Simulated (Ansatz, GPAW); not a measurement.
Given: the input of a run of GPAW 26.7.0 (ASE script) on CoO. The cell is a database's computed one, not the measured one.

File run.py:

```python
from ase.dft.bandgap import bandgap
from ase.io import read, write
from ase.units import GPa
from gpaw import GPAW, PW

atoms = read('POSCAR')
atoms.set_initial_magnetic_moments([0.0, 2.0])

calc = GPAW(mode=PW(800),
            xc='PBE',
            kpts={'size': (11, 11, 11), 'gamma': True},
            occupations={'name': 'methfessel-paxton', 'order': 0, 'width': 0.1},
            nbands=17,
            convergence={'density': 1e-05, 'energy': 1e-05},
            maxiter=150,
            txt='gpaw.txt')
atoms.calc = calc
energy = atoms.get_potential_energy()
forces = atoms.get_forces()
stress = atoms.get_stress()
calc.write('gs.gpw')
write('result.traj', atoms)
print(f'Energy: {energy:.6f} eV')
print('Forces (eV/A):')
print(forces.round(4))
print('Stress (GPa):', (stress / GPa).round(3))
print('Moments:', calc.get_magnetic_moments().round(3))
print('Fermi level:', round(calc.get_fermi_level(), 4), 'eV')
print(f'Gap: {bandgap(calc)[0]:.4f} eV, direct: {bandgap(calc, direct=True)[0]:.4f} eV')
```

Contents of POSCAR:

```
CoO
1.0
    1.5054695450      0.8691832471      2.4399269067
   -1.5054695450      0.8691832471      2.4399269067
    0.0000000000     -1.7383664941      2.4399269067
O Co
1 1
Direct
    0.5000000000      0.5000000001      0.5000000000
    0.0000000000      0.0000000000      0.0000000000
```

Potentials or basis: GPAW PAW data sets (gpaw-data 1.2.1), pw.

The run is started by

```console
$ OMP_NUM_THREADS=1 python run.py
```

Set up the same calculation for Ansatz 0.2.0. Potentials or basis there: all-electron LAPW, scalar-relativistic.

As run (cutoffs and basis follow the program's own potentials, and thresholds, step limits or extra output files can differ):

The input input.yaml:

```yaml
crystal:
  lattice:
    - [1.505469545, 0.8691832471, 2.4399269067]
    - [-1.505469545, 0.8691832471, 2.4399269067]
    - [0.0, -1.7383664941, 2.4399269067]
  atoms:
    - { symbol: O, position: [0.5, 0.5000000001, 0.5] }
    - { symbol: Co, position: [0.0, 0.0, 0.0], spin: 2.0 }
kpoints:
  mp_grid: { grid: [11, 11, 11] }
scf:
  occupations: { method: gaussian, width: 0.1 }
hamiltonian:
  xc: pbe
  pseudopotentials: { kind: all_electron, lapw: { basis_error: 0.001 } }
magnetization:
  spin_polarized: true
output:
  forces: true
  stress: true
  eigenvalues: true
```

Potentials or basis: all-electron LAPW, scalar-relativistic.

Command:

```sh
$ ansatz run input.yaml --threads 2 --pin off --max-ram 6144MiB --backend cpu --events-out ev --progress --plain --runs-dir out
```

Both were run:

|  | GPAW | Ansatz |
| --- | --- | --- |
| Pressure | 0.5 GPa | -0.1 GPa |
| Net moment | 2.91 μB per cell | 2.91 μB per cell |

Where Ansatz's input types no cutoff or centring, it takes its own default and a Γ-centred mesh.

The magnetic state is the one that the start led to; the real crystal's order can differ.

Pressure is positive in compression.
